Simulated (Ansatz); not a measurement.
Ansatz input

```yaml
crystal:
  lattice:
    - [5.7052615594, 0.0, 0.0]
    - [-2.8526307797, 4.9409014457, 0.0]
    - [0.0, 0.0, 3.4721880884]
  atoms:
    - { symbol: La, position: [1.0, 0.0, 0.0], spin: 1.0 }
    - { symbol: La, position: [0.3333333333, 0.6666666667, 0.5], spin: 1.0 }
    - { symbol: La, position: [0.6666666667, 0.3333333333, 0.5], spin: 1.0 }
hamiltonian:
  xc: pbe
  pseudopotentials:
    kind: paw
    azcp:
      La: "pseudopotentials/La.paw.azcp"
basis:
  ecutwfc: 420
  fft_grid_basis: typed
kpoints:
  mp_grid: { grid: [8, 8, 12], shift: [0, 0, 0] }
magnetization:
  spin_polarized: true
scf:
  occupations: { method: fermi_dirac, width: 0.05 }
output:
  stress: true
```

Terminal output

```
Engine: ansatz 0.2.0, aarch64-unknown-linux-gnu
Pseudopotentials: kind: paw
Pseudopotential: La, paw, valence charge 11, recommended cutoff 420 eV (normal) 
Functional definition: PBE
  parameter kappa = 0.804
  parameter beta = 0.06672455060314922
  exchange = pbe_x(kappa = kappa, mu = beta*pi^2/3)
  correlation = pbe_c(beta = beta)
Crystal: 3 atoms, lattice volume = 97.878 Å³
Basis set: ecut = 420 eV, 1895 PW (Γ)
Bands: 22, of which v1, the nominal top of the filled ones, is band 17 counted from 1 (16 counted from 0)
Symmetry: 24 space group operations
Space group: P6/mmm (ITA 191), of the structure as read, at distance tolerance 4.6e-5 Å
Magnetic group: BNS 191.233 (UNI 1463), of the structure as read, at distance tolerance 4.6e-5 Å
k-points: 70 of 768
Non-local potential: La, projectors of the file, l = 0: 3, l = 1: 2, l = 2: 2, l = 3: 3
PAW form: soft (Blöchl's): semilocal exchange-correlation on the pseudo side does not see the compensation charge
PAW one-centre angular grid: La, 590 points (default); XC on 64 Gauss nodes
Initial density: superposition of atomic densities (chi_scale 0.1, normalization cell)
Starting moments: Σ|m| = 3 μB on 3 of 3 sites
Initial wavefunctions: pseudopotential atomic-orbital guess
Functional: x = pbe(κ = 0.804, μ = 0.2195149727645171), c = pbe(β = 0.06672455060314922)
iter 1 solved again at ethr=2.41e-3 eV; its pass at ethr=3.10e-3 eV (dr2=7.95e-1 eV) is discarded
SCF iter   1: F=—  HF=-18749.553620 eV  |F-HF|=—  |Δ(HF+E_count)|=         —  Δρ=2.37e-2 (↑2.37e-2 ↓1.40e-2)  dr2=7.99e-1  dr2_m=1.85e-1  M=0.814 μB ∫|m|=0.814 μB  β_m=0.30  ethr=2.41e-3  ⟨swp⟩=1.0  Hψ=20760  notcnv=0
Mixer restart at iter 1: flushing history
spin=Collinear: Kerker preconditioning applied to the charge; magnetization (m = ρ↑ − ρ↓) channel mixes plain (no charge-response kernel on spin).
SCF iter   2: F=—  HF=-18749.791278 eV  |F-HF|=—  |Δ(HF+E_count)|=   2.38e-1  Δρ=1.73e-2 (↑1.73e-2 ↓1.06e-2)  dr2=4.33e-1  dr2_m=1.03e-1  M=0.655 μB ∫|m|=0.655 μB  β_m=0.65  ethr=2.41e-3  ⟨swp⟩=3.1  Hψ=4047  notcnv=0
SCF iter   3: F=—  HF=-18750.051590 eV  |F-HF|=—  |Δ(HF+E_count)|=   2.60e-1  Δρ=1.73e-3 (↑1.73e-3 ↓1.57e-3)  dr2=4.80e-3  dr2_m=1.46e-3  M=0.160 μB ∫|m|=0.160 μB  β_m=0.82  ethr=1.31e-3  ⟨swp⟩=5.8  Hψ=7757  notcnv=0  defer=5
SCF iter   4: F=—  HF=-18750.057640 eV  |F-HF|=—  |Δ(HF+E_count)|=   6.05e-3  Δρ=5.99e-4 (↑5.89e-4 ↓5.99e-4)  dr2=6.34e-4  dr2_m=2.19e-4  M=0.064 μB ∫|m|=0.066 μB  β_m=0.87  ethr=1.45e-5  ⟨swp⟩=3.5  Hψ=7273  notcnv=0  defer=2
SCF iter   5: F=—  HF=-18750.058195 eV  |F-HF|=—  |Δ(HF+E_count)|=   5.56e-4  Δρ=1.98e-4 (↑1.98e-4 ↓1.88e-4)  dr2=2.07e-5  dr2_m=2.82e-5  M=0.025 μB ∫|m|=0.030 μB  β_m=0.94  ethr=1.92e-6  ⟨swp⟩=2.8  Hψ=6277  notcnv=0  defer=1
SCF iter   6: F=—  HF=-18750.058352 eV  |F-HF|=—  |Δ(HF+E_count)|=   1.56e-4  Δρ=6.78e-5 (↑6.77e-5 ↓6.78e-5)  dr2=1.16e-6  dr2_m=3.84e-6  M=0.007 μB ∫|m|=0.011 μB  β_m=0.97  ethr=6.26e-8  ⟨swp⟩=2.4  Hψ=5709  notcnv=0
SCF iter   7: F=—  HF=-18750.058374 eV  |F-HF|=—  |Δ(HF+E_count)|=   2.24e-5  Δρ=2.28e-5 (↑2.20e-5 ↓2.28e-5)  dr2=3.07e-7  dr2_m=4.01e-7  M=0.002 μB ∫|m|=0.004 μB  β_m=0.98  ethr=3.51e-9  ⟨swp⟩=3.0  Hψ=6184  notcnv=0
SCF iter   8: F=—  HF=-18750.058376 eV  |F-HF|=—  |Δ(HF+E_count)|=   2.59e-6  Δρ=5.12e-6 (↑4.61e-6 ↓5.12e-6)  dr2=4.75e-8  dr2_m=1.30e-8  M=0.000 μB ∫|m|=0.001 μB  β_m=0.97  ethr=9.32e-10  ⟨swp⟩=2.8  Hψ=6023  notcnv=0
SCF iter   9: F=—  HF=-18750.058377 eV  |F-HF|=—  |Δ(HF+E_count)|=   7.50e-8  Δρ=1.35e-6 (↑1.35e-6 ↓1.17e-6)  dr2=3.32e-9  dr2_m=9.36e-10  M=-0.000 μB ∫|m|=0.000 μB  β_m=0.98  ethr=1.44e-10  ⟨swp⟩=2.3  Hψ=5579  notcnv=0
SCF iter  10: F=—  HF=-18750.058377 eV  |F-HF|=—  |Δ(HF+E_count)|=   6.03e-9  Δρ=3.97e-7 (↑3.97e-7 ↓3.75e-7)  dr2=8.85e-11  dr2_m=1.17e-10  M=0.000 μB ∫|m|=0.000 μB  β_m=0.99  ethr=1.01e-11  ⟨swp⟩=2.1  Hψ=5177  notcnv=0
SCF iter  11: F=-18750.058377 eV  HF=-18750.058377 eV  |F-HF|=3.64e-11  |Δ(HF+E_count)|=  8.22e-10  Δρ=1.09e-7 (↑1.02e-7 ↓1.09e-7)  dr2=8.87e-12  dr2_m=8.07e-12  M=-0.000 μB ∫|m|=0.000 μB  ethr=1.00e-12  ⟨swp⟩=1.1  Hψ=9107  notcnv=0
SCF 1 converged in 11 iterations: F = -18750.058377 eV  dr2 = 8.87e-12
WARN: the starting moments were not kept: the SCF closed with an absolute magnetisation of 1.2e-5 μB, where they sum to 3 μB in size (3 sites). That is at most 0.1 of that sum. Measured as dr2_m measures the in/out step, that magnetisation stands 6.3e-12 eV from none, at or under the dr2_threshold of 1.0e-7 eV: it is no larger than a step whose dr2_m would equal this threshold. The system may hold no moment; this SCF shows only that its start led to no more than that. To try another start: raise the starting moments (crystal.atoms[].spin, magnetization.per_species, magnetization.initial_magnetization, or on a non-collinear deck that types none of these the spinor_matrix: blocks that start its atoms; where the total moment is fixed, keep their sum and leave initial_magnetization as it is; typed ones take the place of any that the run laid by itself, positive ones on a crystal's lanthanoids without a Hubbard term where scf.initial_density.shell_occupations: [] is typed) or, if the notice of its spin-set hold's release reads "site moments contracting" or "site moments show no strong build", lengthen the hold (scf.mixing.spin_hold: { on: { confirm: 4 } }; for m-r²SCAN on two components see the key's manual first). Each may lead to a state that holds a moment. A second SCF, from the converged charge density, with the starting moments and any scf.initial_density.shell_occupations laid on it anew, would have followed, and was not run: the deck does not ask for one (magnetization.retry_lost_moments is false, the default). To let it run, set magnetization.retry_lost_moments: true and run the deck again, where that key's refused combinations let it; where memory then withholds it, that run's warning says so.
SCF converged after 11 iterations
Magnetization: -0.0000 μB (16.5000 up, 16.5000 down)
Absolute magnetization: 0.0000 μB (∫|ρ↑−ρ↓|, with the PAW one-centre terms)
Spin contamination: 0.0000 ħ² per cell (⟨S²⟩ above its minimum at these occupations)
Per-site moments (μB) at R_I (Å): [(-2.0663972903206375e-6, 1.432277586465), (2.663181357619285e-7, 1.358747897564093), (2.663181357619284e-7, 1.358747897564093)]
Free energy (F): -18750.058377 eV
Harris-Foulkes:  -18750.058377 eV  (|F-HF|=3.64e-11)
Internal energy: -18750.029490 eV  (E = F + TS)
E sigma→0 (E₀):  -18750.043933 eV
Entropy (-TS):   -0.028887 eV (-9.629 meV/atom)
Fermi energy:    12.740613 eV
--- Per-component energies (eV) ---
  E_band       = -74.900571
  E_kinetic    = 586.917214
  E_local      = -876.697693  (includes V_loc(G=0)·N_el)
  E_nonlocal   = 284.284715
  E_hartree    = 282.955347
  E_xc         = -421.248816
  E_vxc        = -447.232604  (∫ρ·V_xc dr)
  E_paw        = -16247.722383  (= ΣΔE_a)
  E_vpaw       = -188.082908  (= ΣTr[D̂ρ^β])
  E_aug_tail   = -0.000000  (compensation charges beyond the density's cutoff)
  E_ewald      = -2358.517874
  E_smearing   = -0.028887  (= −TS)
  E_closure    = 0.000000  (closes the sum)
  Σ components = -18750.058377   (vs F -18750.058377, Δ=0.00e0)
--- Stress (GPa, compression-positive) ---
        4.236205      -0.000000       0.000000
       -0.000000       4.236205       0.000000
        0.000000       0.000000       3.625856
  P = ⅓ Tr σ = 4.0328 GPa (40.328 kbar)
```
